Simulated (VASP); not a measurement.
# BAs (F-43m) in VASP: further runs, part 3 of 3

VASP 6.6.1.

## 6. Relaxation of the atoms, LDA (a relaxed cell with its volume scaled by 1.04)

Input file INCAR:

```
SYSTEM = BAs
ALGO = Normal ; EDIFF = 1E-7
EDIFFG = -0.01 ; ENCUT = 600
GGA = CA ; IBRION = 2
ISIF = 2 ; ISMEAR = 0
LASPH = .TRUE. ; LCHARG = .FALSE.
LREAL = .FALSE. ; LWAVE = .FALSE.
NELM = 80 ; NSW = 40
PREC = Accurate ; SIGMA = 0.03
```

Input file KPOINTS:

```
k-points
0
G
  10 10 10
  0 0 0
```

Input file POSCAR:

```
BAs                                     
1.0
    0.0000000000      2.4023485614      2.4023485614
    2.4023485614      0.0000000000      2.4023485614
    2.4023485614      2.4023485614      0.0000000000
  B               As            
     1     1
Direct
     0.0000000000000000    0.0000000000000000    0.0000000000000000
     0.2500000000000000    0.2500000000000000    0.2500000000000000
```

Potentials or basis: VASP PAW LDA potentials, release 64 (B, As).

Command:

```bash
$ cat potpaw_LDA.64/B/POTCAR potpaw_LDA.64/As/POTCAR > POTCAR
$ mpirun -np 1 vasp_std > vasp.out
```

OUTCAR:

```text
SYSTEM = BAs
   EDIFF = 1E-7
   EDIFFG = -0.01
   ENCUT = 600
   GGA = CA
   IBRION = 2
   ISIF = 2
   ISMEAR = 0
   LASPH = .TRUE.
   LREAL = .FALSE.
   NELM = 80
   NSW = 40
   PREC = Accurate

 ion  position               nearest neighbor table
   1  0.000  0.000  0.000-   2 2.08   2 2.08   2 2.08   2 2.08
   2  0.250  0.250  0.250-   1 2.08   1 2.08   1 2.08   1 2.08

  LATTYP: Found a face centered cubic cell.
 ALAT       =     4.8046971228

  Lattice vectors:

 A1 = (   0.0000000000,   2.4023485614,   2.4023485614)
 A2 = (   2.4023485614,   0.0000000000,   2.4023485614)
 A3 = (   2.4023485614,   2.4023485614,   0.0000000000)

Analysis of symmetry for initial positions (statically):
=====================================================================
 Subroutine PRICEL returns:
 Original cell was already a primitive cell.

 Routine SETGRP: Setting up the symmetry group for a
 face centered cubic supercell.

 Subroutine GETGRP returns: Found 24 space group operations
 (whereof 24 operations were pure point group operations)
 out of a pool of 48 trial point group operations.

The static configuration has the point symmetry T_d .

Analysis of symmetry for dynamics (positions and initial velocities):
=====================================================================
 Subroutine PRICEL returns:
 Original cell was already a primitive cell.

 Routine SETGRP: Setting up the symmetry group for a
 face centered cubic supercell.

 Subroutine GETGRP returns: Found 24 space group operations
 (whereof 24 operations were pure point group operations)
 out of a pool of 48 trial point group operations.

The dynamic configuration has the point symmetry T_d .

 Subroutine INISYM returns: Found 24 space group operations
 (whereof 24 operations are pure point group operations),
 and found     1 'primitive' translations

[... 110 lines left out ...]
   EFERMI_NEDOS =   21; number of points for ismear=-14 and -15
   IALGO  =     38    algorithm
   IMIX   =      4    mixing-type and parameters
     AMIX     =   0.40;   BMIX     =  1.00
     AMIX_MAG =   1.60;   BMIX_MAG =  1.00
  volume/ion in A,a.u.               =      13.86        93.56
  Fermi-wavevector in a.u.,A,eV,Ry     =   1.081746  2.044204 15.921202  1.170175
  Thomas-Fermi vector in A             =   2.217771
   LORBIT       =      0    0 simple, 1 ext, 2 COOP (PROOUT), +10 PAW based schemes
   GGA     = CA    functional components
   LHFCALC =     F    Hartree Fock is set to
   AEXX    =    0.0000 exact exchange contribution
   IVDW    =     0    specifies the selected vdW correction
   LEPSILON=     F    determine dielectric tensor
   LRPA    =     F    only Hartree local field effects (RPA)
 conjugate gradient relaxation of ions
 non-spin polarized calculation
 Gauss-broadening in eV      SIGMA  =   0.03
  energy-cutoff  :      600.00
  volume of cell :       27.73
 maximum number of plane-waves:       941
   NGX = 13   NGY = 13   NGZ = 13

 number of electron       8.0000000 magnetization

 Free energy of the ion-electron system (eV)
  ---------------------------------------------------
  ext. energy  EPLUGINS =         0.00000000
  ---------------------------------------------------
  free energy    TOTEN  =       -12.90920486 eV

  energy without entropy =      -12.90920486  energy(sigma->0) =      -12.90920486

 E-fermi :   6.1047     XC(G=0): -10.7119

 val. band max:        5.9622022143   @ k =   0.0000   0.0000   0.0000
 cond. band min:       7.0996703701   @ k =   0.4000   0.4000   0.0000
 fundamental gap:      1.1374681558
 Fermi energy:         6.1047236693

 k-point     1 :       0.0000    0.0000    0.0000
  band No.  band energies     occupation
      1      -9.2582      2.00000
      2       5.9622      2.00000
      3       5.9622      2.00000
      4       5.9622      2.00000
      5       9.1894      0.00000
      6       9.1894      0.00000
      7       9.1894      0.00000
      8      10.4350      0.00000
[... 243 lines left out ...]
 k-point    24 :       0.4000    0.3000    0.0000
  band No.  band energies     occupation
      1      -6.6767      2.00000
      2      -0.3888      2.00000
      3       2.0575      2.00000
      4       2.5422      2.00000
      5       7.6144      0.00000
      6       9.2891      0.00000
      7      14.5954      0.00000
      8      14.8367      0.00000

 [... further k-points ...]
[... 5 lines left out ...]
  --------------------------------------------------------------------------------------
  -------------------------------------------------------------------------------------
  Total       -0.9251422     -0.9251422     -0.9251422      0.0000000      0.0000000      0.0000000
  in kB      -53.4540986    -53.4540986    -53.4540986      0.0000000      0.0000000      0.0000000
  external PRESSURE =     -53.4540986 kB  Pullay stress =       0.0000000 kB

 VOLUME and BASIS-vectors are now :
 -----------------------------------------------------------------------------
  energy-cutoff  :      600.00
  volume of cell :       27.73
      direct lattice vectors                 reciprocal lattice vectors
     0.000000000  2.402348561  2.402348561    -0.208129664  0.208129664  0.208129664
     2.402348561  0.000000000  2.402348561     0.208129664 -0.208129664  0.208129664
     2.402348561  2.402348561  0.000000000     0.208129664  0.208129664 -0.208129664

 POSITION                                       TOTAL-FORCE (eV/Angst)
 -----------------------------------------------------------------------------------
      0.00000      0.00000      0.00000         0.000000      0.000000      0.000000
      1.20117      1.20117      1.20117        -0.000000     -0.000000     -0.000000
 -----------------------------------------------------------------------------------
    total drift:                               -0.000000     -0.000000     -0.000000

  FREE ENERGIE OF THE ION-ELECTRON SYSTEM (eV)
  ---------------------------------------------------
  free  energy   TOTEN  =       -12.9092048650 eV

  energy  without entropy=      -12.9092048650  energy(sigma->0) =      -12.90920486

 reached required accuracy - stopping structural energy minimisation
```

CONTCAR:

```text
BAs
   1.00000000000000
     0.0000000000000000    2.4023485614000002    2.4023485614000002
     2.4023485614000002    0.0000000000000000    2.4023485614000002
     2.4023485614000002    2.4023485614000002    0.0000000000000000
  B               As
     1     1
Direct
     0.0000000000000000    0.0000000000000000    0.0000000000000000
     0.2500000000000000    0.2500000000000000    0.2500000000000000

  0.00000000E+00  0.00000000E+00  0.00000000E+00
  0.00000000E+00  0.00000000E+00  0.00000000E+00
```

It took 6.7 s on 1 thread of Intel Xeon 6975P-C (Granite Rapids), shared host; peak memory 0.14 GiB.

What came out:

```
Free energy             : -12.9092 eV
Pressure after relaxing : -5.3 GPa
Band gap on the k mesh  : 1.14 eV, indirect (least direct gap 3.23 eV)
```

Final structure:
```cif
data_structure
_symmetry_space_group_name_H-M 'P 1'
_symmetry_Int_Tables_number 1
_cell_length_a 3.3974
_cell_length_b 3.3974
_cell_length_c 3.3974
_cell_angle_alpha 60.000
_cell_angle_beta 60.000
_cell_angle_gamma 60.000
_cell_volume 27.73
loop_
_atom_site_label
_atom_site_type_symbol
_atom_site_fract_x
_atom_site_fract_y
_atom_site_fract_z
_atom_site_occupancy
B1 B 0.00000 0.00000 0.00000 1
As1 As 0.25000 0.25000 0.25000 1
```

Levels at points of the mesh, in eV from the valence-band top:
| k point | band 1 | band 2 | band 3 | band 4 | band 5 | band 6 | band 7 | band 8 |
| --- | --- | --- | --- | --- | --- | --- | --- | --- |
| (0.00, 0.00, 0.00) | -15.22 | 0.00 | 0.00 | 0.00 | 3.23 | 3.23 | 3.23 | 4.47 |
| (0.50, 0.00, 0.00) | -12.43 | -8.63 | -1.79 | -1.79 | 2.59 | 4.73 | 4.73 | 8.66 |
| (0.50, 0.50, 0.00) | -11.17 | -8.33 | -4.00 | -4.00 | 1.35 | 1.43 | 11.07 | 11.07 |

Caveat: the relaxation stopped at its first step, so nothing moved. A k mesh can miss the band edges.

## 7. Summary

| cell | gap on the mesh (eV) | pressure (GPa) |
| --- | --- | --- |
| atoms relaxed from: a relaxed cell with its volume scaled by 0.96 | 1.07 | 6.5 |
| atoms relaxed from: a relaxed cell with its volume scaled by 0.98 | 1.08 | 3.1 |
| atoms relaxed | 1.10 | 0.0 |
| atoms relaxed from: a relaxed cell with its volume scaled by 1.02 | 1.12 | -2.8 |
| atoms relaxed from: a relaxed cell with its volume scaled by 1.04 | 1.14 | -5.3 |

Alike in all rows: task relaxation of the atoms; level LDA; potentials or basis VASP PAW LDA potentials, release 64 (B, As); no spin polarisation; k mesh 10 × 10 × 10; cutoff (eV) 600; smearing gaussian 0.03 eV.

Caveats: the relaxation stopped at its first step, so nothing moved.

Total energies depend on the potentials used, so only differences within one code and one set of settings carry meaning.
